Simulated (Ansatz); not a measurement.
# Al: the cost of one run

Computed with Ansatz 0.2.0 (DFT PBEsol, scalar-relativistic, plane waves, PAW, unless a step's input says otherwise).

### 1 The structure to begin with

Symmetry: Fm-3m, No. 225, cubic system. Conventional cell: a = 4.048 Å, b = 4.048 Å, c = 4.048 Å, α = 90.00°, β = 90.00°, γ = 90.00°. Al (site symmetry m-3m) has 12 Al at 2.86 Å as nearest neighbours.

As a file:

```
Al
1.0
     0.00000    2.02398    2.02398
     2.02398    0.00000    2.02398
     2.02398    2.02398    0.00000
Al
1
Cartesian
  0.0000 0.0000 0.0000
```

The structure comes from the Crystallography Open Database.

(A quick probe on a coarse mesh, which set the mesh and smearing, is not shown.)

### 3 Full relaxation

input.yaml

```yaml
crystal:
  lattice:
    - [0.0, 2.02398, 2.02398]
    - [2.02398, 0.0, 2.02398]
    - [2.02398, 2.02398, 0.0]
  atoms:
    - { symbol: Al, position: [0.0, 0.0, 0.0] }
basis:
  ecutwfc: 420
kpoints:
  mp_grid: { grid: [18, 18, 18] }
hamiltonian:
  xc: pbesol
scf:
  occupations: { method: gaussian, width: 0.1 }
output:
  forces: true
  stress: true
  eigenvalues: true
relax:
  adjacent_minimum: "off"
  f_tol: 0.005
  max_steps: 80
  cell: { stress_tol: 0.05 }
```

What time and memory should one allow on 2 threads of an Arm CPU, shared host?

About 3 s, with a peak of 0.34 GiB.
